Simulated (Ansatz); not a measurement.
# CuI (Marshite) under changes of volume

One of the cells (27.859 Å³/atom); the others are scaled copies at fixed shape and fractional positions:

```
CELL_PARAMETERS angstrom
0.00000 3.03150 3.03150
3.03150 0.00000 3.03150
3.03150 3.03150 0.00000
ATOMIC_POSITIONS crystal
I 0.00000 0.00000 0.00000
Cu 0.75000 0.75000 0.75000
```

* Program: Ansatz 0.2.0
* Functional: r2SCAN-EpsX
* Potentials or basis: Ansatz PAW
* Cutoff: 500 eV (not typed: the program's choice for these potentials)
* k mesh: 4 × 4 × 4
* Occupations: fermi-dirac, width 0.05 eV
* Spin: no spin polarisation

```csv
volume (Å³/atom),energy over the lowest point (meV/atom),pressure (GPa),gap on the mesh (eV)
26.188,2.19,2.9,3.18
26.745,0.00,1.8,3.14
27.302,1.24,0.8,3.10
27.859,5.40,0.0,3.07
28.417,?,?,?
28.974,21.42,-1.5,3.01
29.531,32.53,-2.1,2.98
```

Problem. What does the run at 28.417 Å³/atom give?

Solution. Energy over the lowest point 12.19 meV/atom; pressure -0.8 GPa; gap on the mesh 3.03 eV.

Worked out: A Birch-Murnaghan fit of order 3 (a polynomial in V^(-2/3)) to the other rows has its minimum at 26.81 Å³/atom with B0 = V·E''(V) = 46 GPa and B' = 5.3. It gives 12.27 meV/atom at 28.417 Å³/atom, against the run's 12.19, and -dE/dV = -2.3 GPa, against -0.8. A straight line through the other rows of the gap, of slope -1.64 eV per unit of ln V (its deformation potential), gives 3.04 eV, against the run's 3.03.

Energies are extrapolated to zero smearing.

Caveats: all runs use coarse meshes; spin-orbit coupling is left out, which moves the levels of the heavy elements; the PAW data sets come from PBE, with cores solved anew for the run's functional, which leaves a small shift of forces and pressure; the thresholds are loose for stress.
